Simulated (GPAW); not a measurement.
Consider GaAs (F-43m).

```cif
data_structure
_symmetry_space_group_name_H-M 'P 1'
_symmetry_Int_Tables_number 1
_cell_length_a 3.9978
_cell_length_b 3.9978
_cell_length_c 3.9978
_cell_angle_alpha 60.000
_cell_angle_beta 60.000
_cell_angle_gamma 60.000
_cell_volume 45.18
loop_
_atom_site_label
_atom_site_type_symbol
_atom_site_fract_x
_atom_site_fract_y
_atom_site_fract_z
_atom_site_occupancy
As1 As 0.75000 0.75000 0.75000 1
Ga2 Ga 0.00000 0.00000 0.00000 1
```

Absorber: atom 2, with 4 As at 2.45 Å (tetrahedral, site symmetry -43m). Method: GPAW, PBE, full core hole (charged cell), 8-atom cell with 5.7 Å between holes, 4×4×4 k points, dipole transitions, Gaussian full width 1.82 eV up to 4 eV, rising linearly to 3.5 eV at 25 eV.

Q: Predict the near-edge structure at the Ga K edge.

Main maxima up to 30 eV above the zero (height): 4.4 eV (1.92), 12.2 eV (1.23) and 18.8 eV (0.79). A K edge sees empty p states on the absorber. 

The Ga K spectrum (energy from the lowest empty level; intensity scaled to a mean of 1 over the first 20 eV):

```csv
E (eV),intensity
-2.00,0.00
-1.25,0.00
-0.50,0.02
0.25,0.13
1.00,0.41
1.75,0.81
2.50,1.21
3.25,1.54
4.00,1.86
4.75,1.86
5.50,1.46
6.25,1.11
7.00,1.03
7.75,1.03
8.50,0.91
9.25,0.82
10.00,0.89
10.75,1.05
11.50,1.19
12.25,1.23
13.00,1.16
13.75,1.02
14.50,0.85
15.25,0.71
16.00,0.64
16.75,0.67
17.50,0.73
18.25,0.78
19.00,0.79
19.75,0.77
20.50,0.76
21.25,0.76
22.00,0.76
22.75,0.74
23.50,0.72
24.25,0.70
25.00,0.71
25.75,0.73
26.50,0.75
27.25,0.77
28.00,0.78
28.75,0.79
29.50,0.82
30.25,0.86
```

The script folds with a Gaussian, whereas the core hole's own line is a Lorentzian, so the onset is too steep and the first peak too high. The holes are only 5.7 Å apart, so the shape is probably not converged with cell size; no larger cell was run here. The structure is a published determination, not relaxed.

[Banner, clock and machine lines of the logs are left out without a mark of their own.]

[Logs are printed without paths, hosts, clocks, repeated set-up lines and the standing remarks that a program may print on its own settings, such as how far it seeks lower states.]

[Hosts, paths, dates, database ids (printed as entryN), source tags and the programs' standing remarks are cut or masked in the printed files.]

[Lists of maxima count a maximum above −3 eV only where it reaches 4 % of the highest in the window and stands out from its surroundings by 2 % of it (1.5 % where it reaches 55 %); shoulders and weaker maxima are passed over, and of the rest the first, up to two pre-edge ones and the few strongest are named.]
